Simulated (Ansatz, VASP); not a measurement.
# Y in VASP and in Ansatz

File INCAR:

```
SYSTEM = Y
ALGO = Normal
EDIFF = 1E-6
ENCUT = 520
GGA = PE
ISIF = 2
ISMEAR = -1
LASPH = .True.
LCHARG = .False.
LREAL = .False.
LWAVE = .False.
NBANDS = 12
NELM = 60
PREC = Accurate
SIGMA = 0.03
```

KPOINTS

```
k-points
0
Gamma
  12 12 12
  0 0 0
```

File POSCAR:

```
Y
1.0
    0.0000000000      2.5106450594      2.5106450594
    2.5106450594      0.0000000000      2.5106450594
    2.5106450594      2.5106450594      0.0000000000
Y
1
Direct
    0.0000000000      0.0000000000      0.0000000000
```

Input for Ansatz:

```yaml
crystal:
  lattice:
    - [0.0, 2.5106450594, 2.5106450594]
    - [2.5106450594, 0.0, 2.5106450594]
    - [2.5106450594, 2.5106450594, 0.0]
  atoms:
    - { symbol: "Y", position: [0.0, 0.0, 0.0] }
kpoints:
  mp_grid: { grid: [12, 12, 12] }
scf:
  occupations: { method: fermi_dirac, width: 0.03 }
hamiltonian:
  xc: pbe
  pseudopotentials: { kind: all_electron, lapw: { basis_error: 0.0005 } }
output:
  forces: true
  stress: true
  eigenvalues: true
```

Change from the starting cell: volume scaled by 0.975.

Alike in both runs: task single point; functional PBE; k mesh 12 × 12 × 12; occupations fermi-dirac, width 0.03 eV; no spin polarisation.

|  | VASP | Ansatz |
| --- | --- | --- |
| version | VASP 6.6.1 | Ansatz 0.2.0 |
| potentials or method | VASP PAW PBE potentials, release 64 (Y_sv) | all-electron LAPW, scalar-relativistic |
| plane-wave cutoff (eV) | 520 | see its input |

Ansatz gave:

- pressure (GPa): 1.0

What did VASP give for the same quantities?

Pressure (GPa): 0.9.

Ansatz ran all-electron here, so the differences hold the error of VASP's frozen core and of both bases.
